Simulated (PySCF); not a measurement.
MoS2, 3 atoms in the cell. The structure is trigonal, space group P-3m1 (No. 164). Conventional cell: a = 3.227 Å, b = 3.227 Å, c = 6.312 Å, α = 90.00°, β = 90.00°, γ = 120.00°. Around Mo (site symmetry -3m) lie 6 S at 2.42 Å. Around S (site symmetry 3m) lie 3 Mo at 2.42 Å. Measurements of this composition are mostly on another form, of space group No. 194.

| Item | Value |
| --- | --- |
| Program | PySCF 2.14.0 |
| Task | density of states |
| Functional | PBEsol |
| Potentials or basis | DZVP-MOLOPT-SR/GTH-PBE (potentials made for PBE) |
| k mesh | 9 × 9 × 4 |
| Occupations | fermi-dirac, width 0.05 eV |
| Spin | no spin polarisation |
| Symmetry | yes |
| Density cutoff | 76 Ha |
| Exponents discarded below (exp_to_discard) | 0.02 1/bohr^2 |
| Potentials | Mo GTH-PBE-q14, S GTH-PBE-q6 |
| Gaussian width of the DOS | 0.15 eV |
| conv_tol | 1e-07 Ha |
| max_cycle | 60 |
| Coulomb method | multigrid |

Potentials or basis: DZVP-MOLOPT-SR/GTH-PBE (potentials made for PBE).

Command:

```console
$ OMP_NUM_THREADS=4 python -u run.py > log
```

Hardware: 4 threads of Intel(R) Xeon(R) Processor @ 2.50GHz (Skylake/Cascade Lake) (shared host).

Q: How long does it take, and how much memory?

A: It took 22 min on 4 threads of Intel(R) Xeon(R) Processor @ 2.50GHz (Skylake/Cascade Lake) (shared host), peak memory 2.5 GiB. Counts: scf iterations 10, basis 52, k points 43.
